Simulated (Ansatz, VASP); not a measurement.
One calculation of Ir, two programs

```
CELL_PARAMETERS angstrom
4.51066 0.00000 0.00000
-2.25533 3.90635 0.00000
0.00000 0.00000 2.79107
ATOMIC_POSITIONS crystal
Ir 0.00000 0.00000 0.00000
Ir 0.33333 0.66667 0.50000
Ir 0.66667 0.33333 0.50000
```

Alike in both runs: task single point; functional BLYP; k mesh 9 × 9 × 13; occupations fermi-dirac, width 0.1 eV; no spin polarisation.

```csv
,VASP,Ansatz
version,VASP 6.6.1,Ansatz 0.2.0
potentials or method,"VASP PAW PBE potentials, release 64 (Ir)","plane waves (420 eV) with PAW, scalar-relativistic"
plane-wave cutoff (eV),520,420
valence electrons in the cell,27,51
```

VASP gave:

```
pressure (GPa)                                  : -7.8
largest component of the traceless stress (GPa) : 0.02
```

Q: What did Ansatz give for the same quantities?

A: Pressure (GPa): -9.5; largest component of the traceless stress (GPa): 0.25.

The two sets of potentials don't hold the same shells in valence.

Caveats: the PAW data sets were made with another functional, which shifts forces and pressure a little (VASP). The runs have no spin-orbit coupling, so splittings on Ir are missing.
